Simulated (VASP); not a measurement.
# CClH3 in VASP: further runs

Aim: see how the results for CClH3 move with the level of theory and the settings. Levels: HSE06+D3(BJ), PBE+D3(BJ), r2SCAN+rVV10. Tasks: single point, vibrations by finite differences.

Program: VASP 6.6.1. These are calculated values, not measurements. Logs are shortened: lines on timing, memory, paths and dates and some standing lists are left out, and cuts for length are marked.

### 1 The molecule as given

The cell holds a molecule in a box, 5 atoms: a = 12.767 Å, b = 13.267 Å, c = 13.767 Å, α = 90.00°, β = 90.00°, γ = 90.00°.

### 2 Single point, HSE06+D3(BJ)

Input file POSCAR:

```
H3CCl                                   
1.0
   12.7670747303      0.0000000000      0.0000000000
    0.0000000000     13.2670747303      0.0000000000
    0.0000000000      0.0000000000     13.7670747303
  C               Cl              H             
     1     1     3
Selective dynamics
Direct
     0.4970414396999985    0.5134837255000022    0.4949221529999974   F   F   F
     0.5319454503142702    0.3988868809119202    0.5548219480017531   T   T   T
     0.5552280380073201    0.5709899675184384    0.5135229432457831   T   T   T
     0.4191307765296371    0.5362347447375754    0.5199742775278416   T   T   T
     0.4964907305613198    0.4997974982495885    0.4164725656523024   T   T   T
```

Input file INCAR.step1:

```
ALGO = Normal ; EDIFF = 1E-5
ENCUT = 400 ; GGA = PE
ISIF = 2 ; ISMEAR = 0
ISYM = 0 ; LASPH = T
LCHARG = F ; LREAL = F
LWAVE = T ; NBANDS = 15
NELM = 60 ; PREC = Accurate
SIGMA = 0.01 ; TIME = 0.4
```

Input file INCAR.step2:

```
ALGO = Damped ; EDIFF = 1E-6
ENCUT = 400 ; GGA = PE
HFSCREEN = 0.2 ; ISIF = 2
ISMEAR = 0 ; ISTART = 1
ISYM = 0 ; IVDW = 12
LASPH = T ; LCHARG = F
LHFCALC = T ; LREAL = F
LWAVE = F ; NBANDS = 15
NELM = 60 ; PREC = Accurate
PRECFOCK = Fast ; SIGMA = 0.01
TIME = 0.4 ; VDW_A1 = 0.383
VDW_A2 = 5.685 ; VDW_S6 = 1.0
VDW_S8 = 2.31
```

Input file KPOINTS:

```
k-points
0
Gamma
  1 1 1
```

Potentials or basis: VASP PAW PBE potentials, release 64 (C, Cl, H).

On the command line:

```sh
$ cat potpaw_PBE.64/C/POTCAR potpaw_PBE.64/Cl/POTCAR potpaw_PBE.64/H/POTCAR > POTCAR
$ cp INCAR.step1 INCAR
$ mpirun -np 4 vasp_gam > vasp.out
$ cp INCAR.step2 INCAR
$ mpirun -np 4 vasp_gam > vasp.out
```

OUTCAR:

```text
EDIFF = 1E-6
   ENCUT = 400
   GGA = PE
   HFSCREEN = 0.2
   ISIF = 2
   ISMEAR = 0
   ISTART = 1
   ISYM = 0
   IVDW = 12
   LASPH = T
   LHFCALC = T
   LREAL = F
   NELM = 60
   PREC = Accurate
   PRECFOCK = Fast
 IVDW          = 12

 ion  position               nearest neighbor table
   1  0.497  0.513  0.495-   5 1.10   4 1.10   3 1.10   2 1.79
   2  0.532  0.399  0.555-   1 1.79
   3  0.555  0.571  0.514-   1 1.10
   4  0.419  0.536  0.520-   1 1.10
   5  0.496  0.500  0.416-   1 1.10

IMPORTANT INFORMATION: All symmetrisations will be switched off!
NOSYMM: (Re-)initialisation of all symmetry stuff for point group C_1.

----------------------------------------------------------------------------------------

                                     Primitive cell

  volume of cell :    2331.8910

  direct lattice vectors                    reciprocal lattice vectors
    12.767074730  0.000000000  0.000000000     0.078326478  0.000000000  0.000000000
     0.000000000 13.267074730  0.000000000     0.000000000  0.075374566  0.000000000
     0.000000000  0.000000000 13.767074730     0.000000000  0.000000000  0.072637072

  length of vectors
    12.767074730 13.267074730 13.767074730     0.078326478  0.075374566  0.072637072

  position of ions in fractional coordinates (direct lattice)
     0.497041440  0.513483726  0.494922153
     0.531945450  0.398886881  0.554821948
     0.555228038  0.570989968  0.513522943
     0.419130777  0.536234745  0.519974278
     0.496490731  0.499797498  0.416472566

  ion indices of the primitive-cell ions
   primitive index   ion index
                 1           1
                 2           2
                 3           3
                 4           4
                 5           5

----------------------------------------------------------------------------------------

 KPOINTS: k-points

Automatic generation of k-mesh.
 Grid dimensions read from file:
 generate k-points for:    1    1    1

 Generating k-lattice:

  Cartesian coordinates                     Fractional coordinates (reciprocal lattice)
     0.078326478  0.000000000  0.000000000     1.000000000  0.000000000  0.000000000
     0.000000000  0.075374566  0.000000000     0.000000000  1.000000000  0.000000000
     0.000000000  0.000000000  0.072637072     0.000000000  0.000000000  1.000000000

  Length of vectors
     0.078326478  0.075374566  0.072637072

  Shift w.r.t. Gamma in fractional coordinates (k-lattice)
     0.000000000  0.000000000  0.000000000

 Subroutine IBZKPT returns following result:
 ===========================================

 Found      1 irreducible k-points:

 Following reciprocal coordinates:
            Coordinates               Weight
  0.000000  0.000000  0.000000      1.000000
   k-points           NKPTS =      1   k-points in BZ     NKDIM =      1   number of bands    NBANDS=     16
   number of dos      NEDOS =    301   number of ions     NIONS =      5
   total plane-waves  NPLWV = 680400
   dimension x,y,z NGX =    84 NGY =   90 NGZ =   90
   dimension x,y,z NGXF=   168 NGYF=  180 NGZF=  180
   ions per type =               1   1   3
   NGX,Y,Z   is equivalent  to a cutoff of  10.94, 11.28, 10.87 a.u.
   NGXF,Y,Z  is equivalent  to a cutoff of  21.88, 22.56, 21.74 a.u.
 SYSTEM =  unknown system
   PREC   = accura    normal or accurate (medium, high low for compatibility)
   ISTART =      1    job   : 0-new  1-cont  2-samecut
   ICHARG =      0    charge: 1-file 2-atom 10-const
   ISPIN  =      1    spin polarized calculation?
   LNONCOLLINEAR =      F non collinear calculations
   LSORBIT =      F    spin-orbit coupling
   LASPH  =      T    aspherical Exc in radial PAW
   ENCUT  =  400.0 eV  29.40 Ry    5.42 a.u.  20.82 21.64 22.45*2*pi/ulx,y,z
   NELM   =     60;   NELMIN=  2; NELMDL=  0     # of ELM steps
   EDIFF  = 0.1E-05   stopping-criterion for ELM
   LREAL  =      F    real-space projection
   EDIFFG = 0.1E-04   stopping-criterion for IOM
   NSW    =      0    number of steps for IOM
   IBRION =     -1    ionic relax: 0-MD 1-quasi-New 2-CG
   NFREE  =      0    steps in history (QN), initial steepest desc. (CG)
   ISIF   =      2    stress and relaxation
   ISYM   =      0    0-nonsym 1-usesym 2-fastsym
   POTIM  = 0.5000    time-step for ionic-motion
   TEBEG  =    0.0;   TEEND  =   0.0 temperature during run
   PSTRESS=    0.0 pullay stress
   NELECT =      14.0000    total number of electrons
   NUPDOWN=      -1.0000    fix difference up-down
   EMIN   =  10.00;   EMAX   =-10.00  energy-range for DOS
   EFERMI =   0.00;   METHOD = LEGACY
   ISMEAR =     0;   SIGMA  =   0.01  broadening in eV -4-tet -1-fermi 0-gaus
   EFERMI_NEDOS =   21; number of points for ismear=-14 and -15
   IALGO  =     53    algorithm
   IMIX   =      4    mixing-type and parameters
     AMIX     =   0.40;   BMIX     =  1.00
     AMIX_MAG =   1.60;   BMIX_MAG =  1.00
  volume/ion in A,a.u.               =     466.38      3147.28
  Fermi-wavevector in a.u.,A,eV,Ry     =   0.297542  0.562273  1.204540  0.088531
  Thomas-Fermi vector in A             =   1.163129
   LORBIT       =      0    0 simple, 1 ext, 2 COOP (PROOUT), +10 PAW based schemes
   GGA     = PE    functional components
   LHFCALC =     T    Hartree Fock is set to
   PRECFOCK=fast      Normal, Fast or Accurate (Low or Medium for compatibility)
   ENCUT4O =  -1.0   cutoff for four orbital integrals eV
   NKREDX  =     1    reduce k-point grid by
   NKREDY  =     1    reduce k-point grid by
   NKREDZ  =     1    reduce k-point grid by
   AEXX    =    0.2500 exact exchange contribution
   HFSCREEN=    0.2000 screening length (either q_TF or 0.3 A-1)
   HFSCREENC=   0.2000 screening length for correlation (either q_TF or 0.3 A-1)
   ENCUTFOCK=  -1.0 apply spherical cutoff to Coloumb kernel
   IVDW    =    12    specifies the selected vdW correction
   LEPSILON=     F    determine dielectric tensor
   LRPA    =     F    only Hartree local field effects (RPA)
 non-spin polarized calculation
 Gauss-broadening in eV      SIGMA  =   0.01
  energy-cutoff  :      400.00
  volume of cell :     2331.89
 maximum number of plane-waves:     21158
 NGX is ok and might be reduce to    84
  NGX = 42; NGY = 48; NGZ = 48
   NGX = 41   NGY = 43   NGZ = 45

 number of electron      14.0000002 magnetization

 Free energy of the ion-electron system (eV)
  ---------------------------------------------------
  ext. energy  EPLUGINS =         0.00000000
  ---------------------------------------------------
  free energy    TOTEN  =       -26.34600323 eV

  energy without entropy =      -26.34600323  energy(sigma->0) =      -26.34600323

 E-fermi :  -7.8889     XC(G=0):  -0.3840

 val. band max:       -7.9646651770   @ k =   0.0000   0.0000   0.0000
 cond. band min:      -0.3940784629   @ k =   0.0000   0.0000   0.0000
 fundamental gap:      7.5705867141
 Fermi energy:        -7.8888801466

 k-point     1 :       0.0000    0.0000    0.0000
  band No.  band energies     occupation
      1     -23.3810      2.00000
      2     -18.4731      2.00000
      3     -12.0852      2.00000
      4     -12.0834      2.00000
      5     -11.1216      2.00000
      6      -7.9652      2.00000
[... 8 lines left out ...]
     15       1.0507      0.00000
     16       1.3860      0.00000

------------------------ aborting loop because EDIFF is reached ----------------------------------------

 Edisp (eV)   -0.03473

 E8    (eV) :    -0.0169

  FORCE on cell =-STRESS in cart. coord.  units (eV):
  Direction    XX          YY          ZZ          XY          YZ          ZX
  --------------------------------------------------------------------------------------
  -------------------------------------------------------------------------------------
  Total      -0.70888    -0.99027    -0.76687     0.08601     0.15672    -0.04558
  in kB      -0.48705    -0.68039    -0.52689     0.05910     0.10768    -0.03131
  external pressure =       -0.56 kB  Pullay stress =        0.00 kB

 VOLUME and BASIS-vectors are now :
 -----------------------------------------------------------------------------
  energy-cutoff  :      400.00
  volume of cell :     2331.89
      direct lattice vectors                 reciprocal lattice vectors
    12.767074730  0.000000000  0.000000000     0.078326478  0.000000000  0.000000000
     0.000000000 13.267074730  0.000000000     0.000000000  0.075374566  0.000000000
     0.000000000  0.000000000 13.767074730     0.000000000  0.000000000  0.072637072

 POSITION                                       TOTAL-FORCE (eV/Angst)
 -----------------------------------------------------------------------------------
      6.34577      6.81243      6.81363         0.038837     -0.131611      0.063009
      6.79139      5.29206      7.63828        -0.107760      0.331122     -0.185832
      7.08864      7.57537      7.06971        -0.226078     -0.189442     -0.046108
      5.35107      7.11427      7.15852         0.262145     -0.053470     -0.077889
      6.33873      6.63085      5.73361         0.032856      0.043401      0.246821
 -----------------------------------------------------------------------------------
    total drift:                                0.040811      0.004419      0.032207

  FREE ENERGIE OF THE ION-ELECTRON SYSTEM (eV)
  ---------------------------------------------------
  free  energy   TOTEN  =       -26.3807339077 eV

  energy  without entropy=      -26.3807339077  energy(sigma->0) =      -26.38073391
```

Wall time 35 s (4 MPI ranks of Intel Xeon 6975P-C (Granite Rapids), shared host); peak memory 0.62 GiB.

Results:

```
Free energy                     : -26.3807 eV
Largest force                   : 0.395 eV/Å
Gap between the frontier levels : 7.57 eV
Dispersion energy per atom      : -0.007 eV
```

Forces in eV/Å, atoms in the order of the input:
```
C    0.039 -0.132  0.063
Cl  -0.108  0.331 -0.186
H   -0.226 -0.189 -0.046
H    0.262 -0.053 -0.078
H    0.033  0.043  0.247
```

Levels at points of the mesh, in eV from the valence-band top:
```tsv
k point	band 5	band 6	band 7	band 8	band 9	band 10
(0.00, 0.00, 0.00)	-3.16	0.00	0.00	7.57	7.97	8.51
```

Caveat: the cutoff is under 1.25 times the usual one of these potentials, so pressure, stress and relaxed cells hold a basis-set (Pulay) error; the PAW data sets were made with another functional, which shifts forces and pressure a little.

### 3 Vibrations by finite differences, PBE+D3(BJ)

Input file INCAR:

```
ALGO = Normal ; EDIFF = 1E-7
ENCUT = 400 ; GGA = PE
IBRION = 5 ; ISIF = 2
ISMEAR = 0 ; ISYM = 0
IVDW = 12 ; LASPH = T
LCHARG = F ; LREAL = F
LWAVE = F ; NBANDS = 15
NELM = 60 ; NFREE = 2
NSW = 1 ; POTIM = 0.015
PREC = Accurate ; SIGMA = 0.01
```

KPOINTS is that of step 2.

Input file POSCAR:

```
H3CCl                                   
1.0
   12.7670747303      0.0000000000      0.0000000000
    0.0000000000     13.2670747303      0.0000000000
    0.0000000000      0.0000000000     13.7670747303
  C               Cl              H             
     1     1     3
Selective dynamics
Direct
0.4970414396999985  0.5134837255000022  0.4949221529999974  T T T
0.5319454503142702  0.3988868809119202  0.5548219480017531  T T T
0.5552280380073201  0.5709899675184384  0.5135229432457831  T T T
0.4191307765296371  0.5362347447375754  0.5199742775278416  T T T
0.4964907305613198  0.4997974982495885  0.4164725656523024  T T T
```

Potentials or basis: VASP PAW PBE potentials, release 64 (C, Cl, H).

On the command line:

```sh
$ cat potpaw_PBE.64/C/POTCAR potpaw_PBE.64/Cl/POTCAR potpaw_PBE.64/H/POTCAR > POTCAR
$ mpirun -np 4 vasp_gam > vasp.out
```

Run time: 6.9 min. Hardware: 4 MPI ranks of Intel Xeon 6975P-C (Granite Rapids), shared host; peak memory 0.48 GiB.

It converged, with:

- Highest phonon frequency at Γ, LO-TO splitting left out: 3099 cm⁻¹
- Dispersion energy per atom: -0.012 eV

Phonon frequencies in cm⁻¹ (negative: imaginary):
```csv
q point,frequencies
"(0.000, 0.000, 0.000)",-8 -6 -1 17 18 72 713 997 998 1328 1432 1433 3003 3099 3099
```

Caveat: the cutoff is under 1.25 times the usual one of these potentials, so pressure, stress and relaxed cells hold a basis-set (Pulay) error.

### 4 Single point, r2SCAN+rVV10

Input file INCAR:

```
ALGO = Normal ; BPARAM = 11.95
CPARAM = 0.0093 ; EDIFF = 1E-6
ENCUT = 400 ; ISIF = 2
ISMEAR = 0 ; ISYM = 0
IVDW_NL = 2 ; LASPH = T
LCHARG = F ; LMIXTAU = T
LREAL = F ; LUSE_VDW = T
LWAVE = F ; METAGGA = R2SCAN
NBANDS = 15 ; NELM = 60
PREC = Accurate ; SIGMA = 0.01
```

KPOINTS is that of step 3.

Input file POSCAR:

```
H3CCl                                   
1.0
   12.7670747303      0.0000000000      0.0000000000
    0.0000000000     13.2670747303      0.0000000000
    0.0000000000      0.0000000000     13.7670747303
  C               Cl              H             
     1     1     3
Selective dynamics
Direct
     0.4970414396999985    0.5134837255000022    0.4949221529999974   F   F   F
     0.5319454503142702    0.3988868809119202    0.5548219480017531   T   T   T
     0.5552280380073201    0.5709899675184384    0.5135229432457831   T   T   T
     0.4191307765296371    0.5362347447375754    0.5199742775278416   T   T   T
     0.4964907305613198    0.4997974982495885    0.4164725656523024   T   T   T
```

On the command line:

```sh
$ cat potpaw_PBE.64/C/POTCAR potpaw_PBE.64/Cl/POTCAR potpaw_PBE.64/H/POTCAR > POTCAR
$ mpirun -np 4 vasp_gam > vasp.out
```

Run time: 6 min. Hardware: 4 MPI ranks of Intel Xeon 6975P-C (Granite Rapids), shared host; peak memory 1.1 GiB.

The run converged. Its results:

```yaml
Free_energy: -27.0003 eV
Largest_force: 0.241 eV/Å
Gap_between_the_frontier_levels: 7.02 eV
```

Forces on the atoms (eV/Å):
```
C   -0.022  0.076 -0.042
Cl  -0.039  0.126 -0.066
H   -0.161 -0.169 -0.055
H    0.218 -0.069 -0.074
H    0.003  0.036  0.236
```

Levels at points of the mesh, in eV from the valence-band top:
```csv
k point,band 3,band 4,band 5,band 6,band 7,band 8,band 9,band 10,band 11,band 12
"(0.00, 0.00, 0.00)",-4.03,-4.03,-3.25,0.00,0.00,7.02,7.31,7.99,8.09,8.16
```

Caveat: the cutoff is under 1.25 times the usual one of these potentials, so pressure, stress and relaxed cells hold a basis-set (Pulay) error; the PAW data sets were made with another functional, which shifts forces and pressure a little. r2SCAN opens gaps a little over a GGA but as a rule still falls short of measured ones.

### 5 The runs side by side

| task | level | grid for exact exchange (PRECFOCK) | screening parameter | gap on the mesh (eV) | largest force (eV/Å) |
| --- | --- | --- | --- | --- | --- |
| single point | HSE06+D3(BJ) | Fast | 0.2 1/A | 7.57 | 0.39 |
| vibrations by finite differences | PBE+D3(BJ) | - | - | - | - |
| single point | r2SCAN+rVV10 | - | - | 7.02 | 0.24 |

Alike in all rows: potentials or basis VASP PAW PBE potentials, release 64 (C, Cl, H); no spin polarisation; cell as given; k mesh 1 × 1 × 1; cutoff (eV) 400; smearing gaussian 0.01 eV.

Caveats: the cutoff is under 1.25 times the usual one of these potentials, so pressure, stress and relaxed cells hold a basis-set (Pulay) error; the PAW data sets were made with another functional, which shifts forces and pressure a little (some runs).

Absolute energies hang on the potentials; compare differences alone.
